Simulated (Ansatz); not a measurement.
Zinc-blende AlSb was calculated with r²SCAN (PAW; Ansatz, a quantum-chemistry and plane-wave program).

Run with plane-wave cutoff 560 eV, 10×10×10 k mesh, Fermi–Dirac smearing 0.01 eV, scalar-relativistic PAW data made under PBE.

Properties against volume:

| V (Å³/atom) | P (GPa) | direct gap at Γ (eV) | smallest gap on the k mesh (eV) |
|---|---|---|---|
| 27.696 | 3.94 | 2.567 | 1.418 |
| 28.285 | 2.49 | 2.383 | 1.456 |
| 28.875 | 1.18 | 2.205 | 1.492 |
| 29.464 | 0.00 | 2.033 | 1.522 |
| 30.053 | -1.06 | 1.868 | 1.542 |
| 30.642 | -2.00 | 1.707 | 1.561 |
| 31.232 | -2.85 | 1.553 | 1.510 |

The fundamental gap (1.50 eV at the equilibrium volume, with added k points) lies elsewhere than Γ–Γ.

Measured, for comparison: band gap 1.73 eV (zero-point renormalisation of 35 meV (experimental, the table's column) added back, indirect; as tabulated in Miglio et al. (2020), arXiv:2011.12765).

Spin–orbit coupling is not included; with these elements it can move the gap by several tenths of an eV or more.
